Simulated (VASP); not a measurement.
Wanted: the native input for a VASP 6.6.1 run.

```
Task                   : single point
Functional             : PBEsol
Potentials or basis    : VASP PAW PBE potentials, release 64 (Al, N)
Cutoff                 : 520 eV
k mesh                 : 9 × 9 × 7
Occupations            : gaussian, width 0.01 eV
Spin                   : no spin polarisation
Dipole correction      : no
Further INCAR settings : ALGO = Normal; EDIFF = 1e-07; NBANDS = 16
```

The structure of AlN lies in POSCAR:

```
AlN
1.0
    1.8891333557     -1.8891333557      0.0000000000
    1.8891333557      1.8891333557      0.0000000000
    0.0000000000      0.0000000000      4.9117467250
Al N
2 2
Direct
    0.0033345984     -0.0033345984      0.0312744208
    0.5033320683      0.4966679317      0.5312744208
    0.0033335398     -0.0033335398      0.4387255792
    0.5033331269      0.4966668731      0.9387255792
```

The cell was built by a generator and needn't be a form met in nature.

These files were run (other wordings do the same):

INCAR

```
PREC = Accurate
ENCUT = 520
EDIFF = 1E-7
ISMEAR = 0
SIGMA = 0.01
LREAL = F
LASPH = T
NELM = 60
ALGO = Normal
ISIF = 2
LWAVE = F
LCHARG = T
GGA = PS
LELF = T
LVHAR = T
NBANDS = 16
```

KPOINTS

```
Automatic mesh
0
Gamma
  9 9 7
```

Potentials or basis: VASP PAW PBE potentials, release 64 (Al, N).

Command:

```bash
$ cat potpaw_PBE.64/Al/POTCAR potpaw_PBE.64/N/POTCAR > POTCAR
$ mpirun -np 1 vasp_std > vasp.out
```

Results of the run:

| Quantity | Value |
| --- | --- |
| Pressure | 10.0 GPa |
| Largest force | 0.005 eV/Å |
| Band gap on the k mesh | 4.18 eV |

Caveat: the PAW data sets were made with another functional, which shifts forces and pressure a little; an odd mesh through Γ misses points on the zone boundary, where band edges often lie.

Run time: 16 s on 1 thread of Intel(R) Xeon(R) 6975P-C (Granite Rapids), on a shared host, peak memory 0.15 GiB.
